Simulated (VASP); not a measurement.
## Results of a VASP single-point calculation on GaAs (strained measured structure)

POSCAR

```
Ga As
 1.0000000000000000
     0.0000000000000000    2.8330831925000002    2.8330831925000002
     2.8619806410000002    0.0000000000000000    2.8330831925000002
     2.8619806410000002    2.8330831925000002    0.0000000000000000
 Ga  As
   1   1
Cartesian
  0.0000000000000000  0.0000000000000000  0.0000000000000000
  1.4309903205000001  1.4165415962500001  1.4165415962500001
```

- gap between bands v and c: 0.84 eV
- least direct gap: 0.84 eV

Band v is the last that the valence electrons fill when counted band by band, and c is the next. Levels in eV from the top of v:

| point | v−1 | v | c | c+1 |
| --- | --- | --- | --- | --- |
| Γ | 0.00 | 0.00 | 0.84 | 4.01 |
| X | -2.76 | -2.76 | 1.75 | 1.90 |
| K | -3.90 | -2.33 | 2.23 | 4.92 |
| L | -1.22 | -1.14 | 1.29 | 4.93 |
| W | -3.58 | -3.37 | 4.84 | 4.97 |

Question: Which of these levels of theory gave these results?
A. PBE0
B. PBEsol
C. r²SCAN
D. HSE06
E. LDA
F. PBE with spin–orbit coupling
G. PBE

Answer: C.

The INCAR was:

```
PREC = Accurate
LASPH = .TRUE.
METAGGA = R2SCAN
NBANDS = 16
IBRION = -1
NELM = 120
SIGMA = 0.01
LWAVE = .FALSE.
NSW = 0
ENCUT = 520
LREAL = .FALSE.
LCHARG = .FALSE.
ISIF = 2
EDIFF = 1E-7
ALGO = Normal
ISMEAR = 0
```
